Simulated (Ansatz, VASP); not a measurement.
## V in VASP and in Ansatz

```
V
1.0
     0.00000    2.23790    2.23790
     2.23790    0.00000    2.23790
     2.23790    2.23790    0.00000
V
2
Cartesian
  -0.5595 -0.5595 -0.5595
  0.5595 0.5595 0.5595
```

Change from the starting cell: volume scaled by 0.6, LAPW.

Alike in both runs: task single point; functional PBE; k mesh 14 × 14 × 14; occupations fermi-dirac, width 0.08 eV; no spin polarisation.

|  | VASP | Ansatz |
| --- | --- | --- |
| version | VASP 6.6.1 | Ansatz 0.2.0 |
| potentials or method | VASP PAW PBE potentials, release 64 (V_sv), cutoff 520 eV | all-electron LAPW, scalar-relativistic |

|  | VASP | Ansatz | Ansatz less VASP |
| --- | --- | --- | --- |
| pressure (GPa) | 99.3 | 87.1 | -12.20 |

Ansatz ran all-electron here, so the differences hold the error of VASP's frozen core and of both bases.

Caveats: the cell as given lies far from equilibrium; so large a pressure means that the cell lies far from this level's equilibrium, or that cutoff or potentials fall short (VASP).
